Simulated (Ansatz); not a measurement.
# CoO: the cost of one run

Program: Ansatz 0.2.0. Level of theory: DFT LDA, scalar-relativistic, plane waves, PAW. These are calculated values, not measurements.

1 further run of the same task is left out (it didn't finish).

## 1. Starting point

It takes space group Fm-3m (No. 225, cubic). Conventional cell: a = 4.263 Å, b = 4.263 Å, c = 4.263 Å, α = 90.00°, β = 90.00°, γ = 90.00°. Co (site symmetry m-3m) has 6 O at 2.13 Å as nearest neighbours. O (site symmetry m-3m) has 6 Co at 2.13 Å as nearest neighbours.

Structure file:

```cif
data_structure
_symmetry_space_group_name_H-M 'P 1'
_symmetry_Int_Tables_number 1
_cell_length_a 3.0144
_cell_length_b 3.0144
_cell_length_c 3.0144
_cell_angle_alpha 60.000
_cell_angle_beta 60.000
_cell_angle_gamma 60.000
_cell_volume 19.37
loop_
_atom_site_label
_atom_site_type_symbol
_atom_site_fract_x
_atom_site_fract_y
_atom_site_fract_z
_atom_site_occupancy
Co1 Co 0.00000 0.00000 0.00000 1
O1 O 0.50000 0.50000 0.50000 1
```

The cell is the deposited one, not relaxed. At LDA, an earlier run found -18.98 GPa for this cell of 9.684 Å³/atom (14×14×14 mesh), metallic, moments in the atoms' spheres Co 2.45; O 0.35 μB. The cell is stretched at this level.

## 2. Exchange couplings, spin waves and anisotropy by the force theorem

File input.yaml:

```yaml
crystal:
  lattice:
    - [0.0, 2.1315016559, 2.1315016559]
    - [2.1315016559, 0.0, 2.1315016559]
    - [2.1315016559, 2.1315016559, 0.0]
  atoms:
    - { symbol: Co, position: [0.0, 0.0, 0.0], spin: 2.7 }
    - { symbol: O, position: [0.5, 0.5, 0.5] }
basis:
  ecutwfc: 420
  ecutrho_ratio: 4
kpoints:
  mp_grid: { grid: [12, 12, 12] }
  band_path:
    path:
      - [[0.0, 0.0, 0.0], [0.5, 0.0, 0.5], [0.625, 0.25, 0.625]]
      - [[0.375, 0.375, 0.75], [0.0, 0.0, 0.0], [0.5, 0.5, 0.5], [0.5, 0.25, 0.75], [0.5, 0.0, 0.5]]
    npoints: 6
hamiltonian:
  xc: lda
scf:
  occupations: { method: gaussian, width: 0.05 }
  lower_state_search: "off"
output:
  forces: true
  stress: true
  eigenvalues: true
  populations: true
  eigenstates:
    nscf_kmesh: { grid: [12, 12, 12] }
    top_band: c28
    exchange_couplings: { magnetic: [{ site: 0 }] }
    magnetocrystalline_anisotropy: {}
magnetization:
  spin_polarized: true
checkpoint:
  read: start.run
  write: ck
  compress: false
  write_wavefunctions: false
  write_every: 100000
```

start.run is the folder with the converged state of an earlier run on this cell.

On the command line:

```bash
$ ansatz run input.yaml --threads 4 --pin off --max-ram 9216MiB --backend cpu --events-out ev --progress --plain --runs-dir out
```

What time and memory should one allow on 4 threads of Arm Neoverse V2, shared host?

About 41 s, with a peak of 0.84 GiB.
